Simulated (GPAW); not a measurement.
# WS2 in GPAW: single point with r2SCAN

Aim: the single point of WS2 with r2SCAN.

Program: GPAW 26.7.0. These are calculated values, not measurements. Logs are shortened: lines on timing, memory, paths and dates and some standing lists are left out, and cuts for length are marked. The log counts tension as positive stress, the text compression.

## (1) Starting point

The cell holds a slab with vacuum, 3 atoms: a = 3.184 Å, b = 3.184 Å, c = 16.951 Å, α = 90.00°, β = 90.00°, γ = 120.00°.

## (2) Single point, r2SCAN

run.py

```python
from ase.dft.bandgap import bandgap
from ase.io import write
from ase.spacegroup import crystal
from ase.units import GPa
from gpaw import GPAW, PW

# W 1a
# S 2h
atoms = crystal(['W', 'S'],
                basis=[[0.0, 0.0, 0.0],
                       [0.3333333333, 0.6666666667, 0.09200051]],
                spacegroup=187, setting=1,  # P-6m2
                cellpar=[3.18351636, 3.18351636, 16.95057789, 90.0, 90.0, 120.0],
                primitive_cell=True)

calc = GPAW(mode=PW(450),
            xc='MGGA_X_R2SCAN+MGGA_C_R2SCAN',
            kpts={'size': (8, 8, 2), 'gamma': True},
            occupations={'name': 'fermi-dirac', 'width': 0.05},
            nbands=25,
            maxiter=120,
            txt='gpaw.txt')
atoms.calc = calc
energy = atoms.get_potential_energy()
forces = atoms.get_forces()
stress = atoms.get_stress()
calc.write('gs.gpw')
write('result.traj', atoms)
print(f'Energy: {energy:.6f} eV')
print('Forces (eV/A):')
print(forces.round(4))
print('Stress (GPa):', (stress / GPa).round(3))
print('Fermi level:', round(calc.get_fermi_level(), 4), 'eV')
print(f'Gap: {bandgap(calc)[0]:.4f} eV, direct: {bandgap(calc, direct=True)[0]:.4f} eV')
```

Potentials or basis: GPAW PAW data sets (gpaw-data 1.2.1), pw.

Launch:

```sh
$ OMP_NUM_THREADS=1 python run.py
```

gpaw.txt:

```text
__  _  _
 | _ |_)|_||  |
 |__||  | ||/\| - 26.7.0

Input parameters:
  mode=PW(ecut=450.00000000000006),
  kpts=MonkhorstPack(size=(8, 8, 2), gamma=True),
  maxiter=120,
  nbands=25,
  occupations=Occupations(name='fermi-dirac', width=0.05),
  xc=XC(name='MGGA_X_R2SCAN+MGGA_C_R2SCAN')

Diagonalizing LCAO Hamiltonian
Converting LCAO to pw mode

         S

         S

       W

Atoms  # Å, Bohr magnetons
|   | symbol |         x |        y |         z |    initial magnetic moments |
|---|--------|-----------|----------|-----------|-----------------------------|
| 0 |      W |  0.000000 | 0.000000 |  0.000000 | ( 0.0000,  0.0000,  0.0000) |
| 1 |      S | -0.000000 | 1.838004 |  1.559462 | ( 0.0000,  0.0000,  0.0000) |
| 2 |      S | -0.000000 | 1.838004 | 15.391116 | ( 0.0000,  0.0000,  0.0000) |

Unit cell  # Å
| periodic |         x |        y |         z |   lengths |     angles |
|----------|-----------|----------|-----------|-----------|------------|
|      yes |  3.183516 | 0.000000 |  0.000000 |  3.183516 |  90.000000 |
|      yes | -1.591758 | 2.757006 |  0.000000 |  3.183516 |  90.000000 |
|      yes |  0.000000 | 0.000000 | 16.950578 | 16.950578 | 120.000000 |

Number of symmetries: 12
Symmetry operations  # r_c * U_cc + t_c -> r_c
|    | kind |            matrix            |
|----|------|------------------------------|
|  0 |  σ   |  1, 1, 0,  0,-1, 0,  0, 0, 1 |
|  1 |  C2  |  1, 1, 0,  0,-1, 0,  0, 0,-1 |
|  2 |  E   |  1, 0, 0,  0, 1, 0,  0, 0, 1 |
|  3 |  σ   |  1, 0, 0,  0, 1, 0,  0, 0,-1 |
|  4 |  C3  |  0, 1, 0, -1,-1, 0,  0, 0, 1 |
|  5 |  S3  |  0, 1, 0, -1,-1, 0,  0, 0,-1 |
|  6 |  σ   |  0,-1, 0, -1, 0, 0,  0, 0, 1 |
|  7 |  C2  |  0,-1, 0, -1, 0, 0,  0, 0,-1 |
|  8 |  σ   | -1, 0, 0,  1, 1, 0,  0, 0, 1 |
|  9 |  C2  | -1, 0, 0,  1, 1, 0,  0, 0,-1 |
| 10 |  C3  | -1,-1, 0,  1, 0, 0,  0, 0, 1 |
| 11 |  S3  | -1,-1, 0,  1, 0, 0,  0, 0,-1 |

BZ-sampling:
  Number of BZ points: 128
  Number of IBZ points: 20

  Monkhorst-Pack size: [8, 8, 2]
  Monkhorst-Pack shift: [0.0625, 0.0625, 0.25]

K-points  # in reciprocal-cell coordinates
|     |                                coordinates |     weight |
|-----|--------------------------------------------|------------|
|   0 | (  0.00000000,   0.00000000,   0.00000000) | 0.00781250 |
|   1 | (  0.00000000,   0.00000000,   0.50000000) | 0.00781250 |
|   2 | (  0.12500000,   0.00000000,   0.00000000) | 0.04687500 |
|   3 | (  0.12500000,   0.00000000,   0.50000000) | 0.04687500 |
|   4 | (  0.25000000,  -0.12500000,   0.00000000) | 0.04687500 |
|   5 | (  0.25000000,  -0.12500000,   0.50000000) | 0.04687500 |
|   6 | (  0.25000000,   0.00000000,   0.00000000) | 0.04687500 |
|   7 | (  0.25000000,   0.00000000,   0.50000000) | 0.04687500 |
|   8 | (  0.37500000,  -0.12500000,   0.00000000) | 0.09375000 |
|   9 | (  0.37500000,  -0.12500000,   0.50000000) | 0.09375000 |
| ... |                                            |            |
|  19 | (  0.50000000,   0.50000000,   0.50000000) | 0.02343750 |

Plane wave coefficients: 3287
Cutoff: 450.00000000000006 eV

Spin-components: 1 (collinear spins)
Bands:           25
Projectors:      16
Spin-degeneracy: 2
Datatype:        complex128

Parallelization:
  kpt:    1
  domain: 1
  band:   1

Density:
  Valence electrons: 26.0
  Components: 1
  Grid points: [16 16 84]
  Charge: 0.0  # |e|

Potential:
  Grid points: [16 16 84]

species:
  W:
    name:    Tungsten
    Z:       74.0
    valence: 14
    core:    60
    charge:  0.0  # [|e|]
    compensation charges:
      type: gauss
      rc: 0.40  # [Å]
      lmax: 2
    cutoffs:
      filter: 2.36  # [Å]
      core: 3.02  # [Å]
    projectors
    | kind |    occ | energy [eV] | rcut [Å] |
    |------|--------|-------------|----------|
    |   5s |  2.000 |     -78.830 |    1.344 |
    |   6s |  2.000 |      -5.697 |    1.344 |
    |   5p |  6.000 |     -43.233 |    1.355 |
    |   6p |  0.000 |      -1.367 |    1.355 |
    |   5d |  4.000 |      -4.494 |    1.228 |
    |    d |        |      22.717 |    1.228 |

    Using partial waves for W as LCAO basis

  S:
    name:    Sulfur
    Z:       16.0
    valence: 6
    core:    10
    charge:  0.0  # [|e|]
    compensation charges:
      type: gauss
      rc: 0.24  # [Å]
      lmax: 2
    cutoffs:
      filter: 1.77  # [Å]
      core: 1.66  # [Å]
    projectors
    | kind |    occ | energy [eV] | rcut [Å] |
    |------|--------|-------------|----------|
    |   3s |  2.000 |     -17.254 |    0.974 |
    |   3p |  4.000 |      -7.008 |    0.979 |
    |    s |        |       9.957 |    0.974 |
    |    p |        |      20.203 |    0.979 |
    |    d |        |       0.000 |    0.900 |

    Using partial waves for S as LCAO basis

Reference energy: -460486.911450  # eV

eigensolver:
  PPCG
  Converge bands: occupied
  niter=2

density mixing:
  MSR1-Mixer
  Pratt-step length: 0.05
  Maximum mixing coefficient: 0.75
  Old densities: 10
  SVD Regularization: 0.005
  Good broyden scale: 1.0
  Trust region scale: 1.0
  Backstep threshold: 4.0
  History deletion threshold: 6.0
  Fourier metric: weight=20.0, sigma=0.015

occupation numbers:
  Fermi-Dirac:
    width: 0.0500  # eV

poisson solver:
  ecut: 3600.0000000000005  # eV

xc functional:
  name: MGGA_X_R2SCAN+MGGA_C_R2SCAN with 2 nearest neighbor stencil

convergence criteria:
- Maximum [total energy] change in last 3 cyles: 0.0005 eV / valence electron
- Maximum integral of absolute [dens]ity change: 0.0001 electrons / valence electron
- Maximum integral of absolute [eigenst]ate change: 4e-08 eV^2 / valence electron
maximum number of iterations: 120

SCF iterations
|iter     | |      energy | eigst |  dens |
|---------|-|-------------|-------|-------|
|iter:   1| |  -49.620832 | +0.20 |       |
|iter:   2| |  -43.797777 | -1.24 | -1.19 |
|iter:   3| |  -43.785155 | -1.56 | -1.22 |
|iter:   4| |  -43.743041 | -2.08 | -1.45 |
|iter:   5| |  -43.732143 | -2.80 | -1.69 |
|iter:   6| |  -43.732855c| -3.00 | -1.92 |
|iter:   7| |  -43.733330c| -3.86 | -2.77 |
|iter:   8| |  -43.733372c| -4.73 | -3.20 |
|iter:   9| |  -43.733372c| -5.41 | -4.02c|
|iter:  10| |  -43.733372c| -5.98 | -4.58c|
|iter:  11| |  -43.733372c| -6.50 | -5.18c|
|iter:  12| |  -43.733372c| -7.01 | -5.95c|
|iter:  13| |  -43.733372c| -7.44c| -6.42c|

Converged in 13 steps
Energy contributions relative to reference atoms: (reference = -460486.911450)

Energy contributions:
  Kinetic:          16.026467
  Coulomb:         -17.723221
  Zero:             -0.165258
  External:          0.000000
  Xc:              -41.871360
  Entropy:          -0.000000
  Spinorbit:         0.000000
  ----------------------------
  Free energy:     -43.733372
  Extrapolated:    -43.733372

dipole moment: (-9.341474, -8.265735, -62.983700)  # |e|*Ang

Fermi level: 0.186
Eigenvalues  # (at kpt = [0.000, 0.000, 0.000])
| band index |      eig [eV] | occ [0-2] |
|------------|---------------|-----------|
|          0 |       -76.728 |     2.000 |
|        ... |               |           |
|          5 |       -14.680 |     2.000 |
|          6 |        -7.524 |     2.000 |
|          7 |        -4.000 |     2.000 |
|          8 |        -3.999 |     2.000 |
|          9 |        -3.139 |     2.000 |
|         10 |        -2.713 |     2.000 |
[... 8 lines left out ...]
|         19 |         5.258 |     0.000 |
|         20 |         6.282 |     0.000 |
|        ... |               |           |
|         24 |        10.106 |     0.000 |

Gap: 2.158 eV
Transition (v -> c):
  (s=0, k=1, n=12, [0.00, 0.00, 0.50]) -> (s=0, k=13, n=13, [0.38, 0.38, 0.50])
Direct/indirect transitions are different
Direct gap: 2.385 eV
Transition at: (s=0, k=12, n=12, [0.38, 0.38, 0.00])

Forces  # eV/Ang
|        x |        y |        z |
|----------|----------|----------|
| -0.00000 |  0.00000 |  0.00000 |  # W    0
| -0.00000 | -0.00000 | -0.02579 |  # S    1
| -0.00000 | -0.00000 |  0.02579 |  # S    2

Stress tensor  # eV/Ang^3
|        x |        y |        z |
|----------|----------|----------|
| 0.000825 | 0.000000 | 0.000000 |
| 0.000000 | 0.000825 | 0.000000 |
| 0.000000 | 0.000000 | 0.001040 |

# Writing to gs.gpw (mode='')
```

It took 68 s on 1 thread of Arm Neoverse V2, shared host; peak memory 0.33 GiB.

Results:

- Free energy: -43.7334 eV
- Largest force: 0.026 eV/Å
- Band gap on the k mesh: 2.16 eV, indirect (least direct gap 2.39 eV)

Forces on the atoms (eV/Å):
```
W    0.000  0.000  0.000
S    0.000  0.000 -0.026
S    0.000  0.000  0.026
```

Caveat: the cutoff is short for stress and forces, so pressures can be off by a GPa or more; the PAW data sets were made with another functional, which shifts forces and pressure a little; spin-orbit coupling is left out, which moves the levels of the heavy elements.
